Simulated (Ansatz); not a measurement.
Space group Fm-3m (No. 225). a = 4.216 Å, b = 4.216 Å, c = 4.216 Å, α = 90.00°, β = 90.00°, γ = 90.00°
```tsv
atom	site	symmetry	x	y	z
Ni	4a	m-3m	0.0000	0.0000	0.0000
O	4b	m-3m	0.5000	0.0000	0.0000
```

Equation of state of this NiO structure (not necessarily the ground state), with shape and atoms relaxed at each volume where symmetry leaves them free. It has no gap at any of these volumes. All numbers below come from Ansatz, DFT PBE, scalar-relativistic, plane waves, PAW.

Plane waves to 420 eV, a k mesh through Γ of 18×18×18 on the computed 2-atom cell and Gaussian smearing (0.10 eV); collinear spin.

```csv
V (Å³/atom),E − E(largest V) (meV/atom),P (GPa)
8.245,45.66,27.58
8.526,4.47,19.00
8.807,-22.18,11.60
9.089,-36.93,5.35
9.370,-41.53,0.01
9.651,-37.57,-4.65
9.932,-25.93,-8.77
10.307,0.00,-13.43
```

**Question.** Fit a third-order Birch–Murnaghan equation to E(V).

**Answer.** V0 = 9.37 Å³/atom, B0 = 167 GPa, B0' = 4.1.

The cell holds one magnetic atom, so it can only be ferromagnetic; an antiferromagnetic order may lie lower.